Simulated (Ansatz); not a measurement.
Input and command of a plane-wave DFT calculation in Ansatz:

```yaml
crystal:
  lattice:
    - [-2.885637, 2.885637, 5.739831]
    - [2.885637, -2.885637, 5.739831]
    - [2.885637, 2.885637, -5.739831]
  atoms:
    - { symbol: Zn, position: [0.75, 0.25, 0.5] }
    - { symbol: Cu, position: [0.25, 0.75, 0.5], spin: 1.0 }
    - { symbol: Cu, position: [0.0, 0.0, 0.0], spin: 1.0 }
    - { symbol: Sn, position: [0.5, 0.5, 0.0] }
    - { symbol: Se, position: [0.629754, 0.636534, 0.526247] }
    - { symbol: Se, position: [0.110287, 0.103507, 0.473753] }
    - { symbol: Se, position: [0.896493, 0.370246, 0.00678] }
    - { symbol: Se, position: [0.363466, 0.889713, 0.99322] }
basis:
  ecutwfc: 420
kpoints:
  mp_grid: { grid: [4, 4, 4] }
hamiltonian:
  xc: pbe
scf:
  occupations: { method: gaussian, width: 0.1 }
  lower_state_search: "off"
output:
  forces: true
  stress: true
  eigenvalues: true
  populations: true
magnetization:
  spin_polarized: true
```

```bash
ansatz run input.yaml --threads 2 --pin off --max-ram 5120MiB --backend cpu --events-out ev --progress --plain --runs-dir out
```

Processor: Intel(R) Xeon(R) Processor @ 2.50GHz (Skylake/Cascade Lake), 2 threads, on a host shared with other jobs.

Q: Estimate time, memory and problem size.

A: About 94 s on 2 threads of Intel(R) Xeon(R) Processor @ 2.50GHz (Skylake/Cascade Lake), with other jobs on the host, peak memory 0.73 GiB. It solves 78 bands at 14 k points (the mesh reduced by the symmetry that the task leaves, which can be less than the crystal's) with about 3739 plane waves, in 19 SCF iterations.
